Q: These are six cells of GaN in the rocksalt structure, which the compound adopts under high pressure. Is the band gap larger when the crystal is squeezed or when it is stretched?

Rocksalt GaN at six volumes, computed with Ansatz 0.2.0 using the PBE functional, PAW potentials and a plane-wave cutoff of 420 eV, without spin polarisation or spin–orbit coupling. The k mesh is 10×10×10 for the two-atom cell, with Fermi–Dirac smearing of 0.02 eV. The band gap is taken from the highest valence level to the lowest conduction level, which may lie at different k points.

```
volume (Å³/atom)  shortest distance (Å)  band gap (eV)
           8.745                  2.060          1.093
           8.823                  2.066          1.032
           9.374                  2.109          0.642
           9.658                  2.130          0.445
          10.294                  2.175          0.072
          10.852                  2.214          0.000
```

A: Squeezed. The gap falls at every step down the table as the volume grows, from 1.093 eV in the densest cell. Making the edges 1 % longer, from 9.374 to 9.658 Å³ per atom, costs 0.20 eV, almost a third of the gap at the smaller volume. A small error in the lattice constant is therefore a large error in this gap.

Q: Why should moving the atoms apart bring the filled and empty states together?

A: The lowest empty states are antibonding: their waves change sign between neighbouring Ga and N atoms. That costs energy, and the cost grows as the atoms come closer. Stretching the crystal relaxes it, so the empty states come down towards the filled ones, which are mainly N p. Electrostatics works in the same direction, because the positive Ga ions hold the electrons on N less firmly when they are farther away. This is the standard picture, and the gaps alone do not divide the fall between its two parts.

The calculation does show that the empty states do not all come down at the same rate. The lowest one lies at X, on the boundary of the Brillouin zone, while the direct gap is found at the zone centre Γ. Between 8.823 and 10.294 Å³ per atom the direct gap shrinks by 1.91 eV, but the level at X approaches the filled states at Γ by only 1.13 eV. A likely reason is the phase of the wave. At Γ all six N neighbours push the Ga s state up together, whereas at X two of them act against the other four, so there is less push to lose. This count can't be the whole story, though. It leaves a net two of six neighbours at X. For a weak coupling the push goes with its square, so about a ninth would remain. The coupling at Γ is too strong for that rule to hold exactly, so the share should be somewhat larger, but still well under half. Yet the level at X keeps more than half of the fall. Much of that must have other causes, such as the electrostatics, or the sign changes between neighbouring Ga atoms in the wave at X.

Q: Do the filled states play any part, or do they just wait for the empty ones to arrive?

A: They play a part: measured from the filled states at Γ, their highest level retreats a little. It lies not at Γ but on the way from Γ to K, and it stands 0.60 eV above the filled states at Γ in the 8.823 cell. In the 10.294 cell that height is only 0.43 eV. The top of the valence band thus gives back 0.17 eV, and the gap falls by 0.96 eV instead of 1.13 eV. This split depends on the reference. Measured from the lower Ga 3d level at Γ, the valence top moves by only 0.02 eV and the level at X falls by 0.94 eV.

The probable cause is the filled Ga 3d shell, which lies well below the N p states and pushes them upwards wherever the two can mix. Inversion symmetry forbids this at Γ, and at X as well, but on the way from Γ to K the mixing is allowed, so a hump can form there. In tight-binding theory the push falls roughly as the seventh power of the distance, which would leave 70 % of the hump; the calculation leaves 72 %. Direct N–N overlap also shapes this band and fades with distance too, so the match fits the idea but does not prove it. It is also less close than it looks. At L, where the mixing is allowed too, the rise above Γ shrinks from 0.43 to 0.26 eV and keeps only 60 %. MgO, a rocksalt crystal whose cation has no such d shell, is known to have its valence top at Γ.

Q: The last row prints a gap of 0.000 eV. Has the gap just closed there?

A: No, it closed earlier, and the printed zero is a floor. In that cell the empty level at X lies 0.23 eV below the top of the valence band between Γ and K, so the bands overlap and electrons spill from one into the other. At Γ itself a direct gap of 1.14 eV is still open. The crystal has become a semimetal in this calculation, though the k mesh is too coarse for its small pockets. The Fermi level lands 0.005 eV above the valence top instead of inside the overlap, so the run shows the overlap but not the number of carriers. For a trend line the last point should be entered as −0.23 eV, since a zero would put a false bend into the curve.

Q: Is there a formula simple enough for the back of an envelope?

A: Yes. An electron wave whose wavelength is tied to the atomic spacing d has a wave number proportional to 1/d and a kinetic energy proportional to 1/d². The couplings between neighbouring s and p orbitals are usually taken to scale in the same way, although a push that goes with the square of a coupling falls off faster. As the simplest choice, try

gap = A/d² − B,

where d is the shortest Ga–N distance. A fit to the five cells with an open gap gives A = 42.17 eV Å² and B = 8.845 eV.

The last cell was left out of the fit, so it can serve as a test. With d = 2.214 Å, d² is 4.902 Å², and A/d² is 8.60 eV. Subtracting B leaves −0.24 eV, against the computed −0.23 eV. A straight line in the logarithm of the volume, the usual constant deformation potential, misses the same point by 0.04 eV; both fits are in the printed output below. The inverse square is thus the better of the two here, but so short a range of d cannot establish the power. Part of the close agreement is also luck. The fitted gap next to the test point is probably about 0.01 eV too high, and lowering it would be expected to widen both misses. The two constants also absorb the electrostatic part, and neither should be read as a property of the atoms.

Q: How many of the printed digits can I use?

A: Two decimals at most, with some care about the second, and only as PBE values. The cutoff was not varied here, so only the error from the k points can be judged. The valence maximum falls between the points of the regular k mesh, and reading the gap from that mesh alone would make it 0.03 to 0.04 eV too large. The table uses band edges located more closely than that. At 9.374 and 10.294 Å³ per atom the valence top was not searched for but read at a preset point halfway from Γ to K. In the other cells the search found it slightly nearer Γ, so those two gaps are probably about 0.01 eV too high. This is harmless for a gap of 0.64 eV, but it is a noticeable part of the 0.07 eV at 10.294.

Q: Which row should I quote as the gap of the unstressed crystal?

A: None of them exactly. The 9.374 cell was the starting point for the strained ones, yet PBE finds it under about 8 GPa of pressure. Interpolating the computed pressures to zero gives 9.73 Å³ per atom and a gap of 0.40 eV, well below the 0.64 eV of the starting cell. The functional is the same in both cases; only the volume differs.

For the same reason a pressure coefficient needs its pressure stated beside it. The gap widens by about 0.02 eV per GPa at the compressed end of the table and by about 0.04 eV per GPa at the stretched end. Its response to a given relative change of volume varies much less, and in the opposite sense: it is about a sixth weaker at the stretched end. The rise per GPa therefore comes from the crystal itself, which is softer when stretched, so that each GPa changes its volume more.

Q: Then would real rocksalt GaN turn metallic if I could stretch it far enough?

A: These numbers cannot promise that. In PBE the gap closes near 10.4 Å³ per atom, about 7 % above the zero-pressure volume, and holding the crystal there would take a tension of roughly 12 GPa. A structure favoured by high pressure may well not survive that. PBE is also known to make gaps too small. A correction of only 0.23 eV in the last cell would be enough to remove the overlap.

The direction of the trend rests on firmer ground than the point where it reaches zero, because the antibonding push and the electrostatic hold should both weaken with distance whatever the functional. What remains open is whether a method with better gaps would shift the whole curve up by a constant or also change its slope. Repeating the cells at 8.823 and 10.294 Å³ per atom with a hybrid functional would be a first test.

Printed output of the fit:

```
Gaps and slopes between neighbouring rows:
     row  signed_gap_eV  direct_gap_eV  pressure_GPa  mesh_error_eV  eV_per_lnV  eV_per_GPa
   8.745          1.093          3.743         28.25        0.03499         n/a         n/a
   8.823          1.032          3.622         25.36        0.03664      -6.869     0.02106
   9.374          0.642           2.83         8.239        0.02971      -6.438     0.02278
   9.658          0.445          2.459         1.337        0.03833        -6.6     0.02854
  10.294          0.072          1.713        -10.48        0.02935      -5.849     0.03155
  10.852        -0.2305           1.14        -17.59        0.04085       -5.73     0.04256
fit of sg on 5 rows (band_gap > 0): constant -8.845 +/- 0.069, coefficient of invd2 42.17 +/- 0.31; rms 0.00479, worst 9.658 0.00899, leave-one-out rms 0.00928
  rows outside the fit (model, value, miss): 10.852 -0.2412, -0.2305, -0.0108
fit of sg on 5 rows (band_gap > 0): constant 14.72 +/- 0.22, coefficient of lnv -6.289 +/- 0.097; rms 0.0101, worst 9.658 0.0158, leave-one-out rms 0.0218
  rows outside the fit (model, value, miss): 10.852 -0.2723, -0.2305, -0.0418
Volume of gap closing from the inverse square fit (A^3 per atom): 10.41
Volume of gap closing from the ln V fit (A^3 per atom): 10.39
Volume of gap closing by interpolation (A^3 per atom): 10.43
Gap change for 1 percent longer edges from the unstrained cell (eV): -0.197
PBE volume at zero pressure by interpolation (A^3 per atom): 9.73
PBE gap at zero pressure by interpolation (eV): 0.4028
X level above Gamma valence top at 8.823 (eV): 1.635
X level above Gamma valence top at 10.294 (eV): 0.5036
Change of that distance (eV): -1.132
Valence maximum above its Gamma value at 8.823 (eV): 0.6031
Valence maximum above its Gamma value at 10.294 (eV): 0.4315
Change of the gap from 8.823 to 10.294 (eV): -0.96
Change of the direct gap from 8.823 to 10.294 (eV): -1.909
Ratio of the two valence rises, large to small volume: 0.7154
Ratio expected if the rise goes as distance to the power -7: 0.6978
```
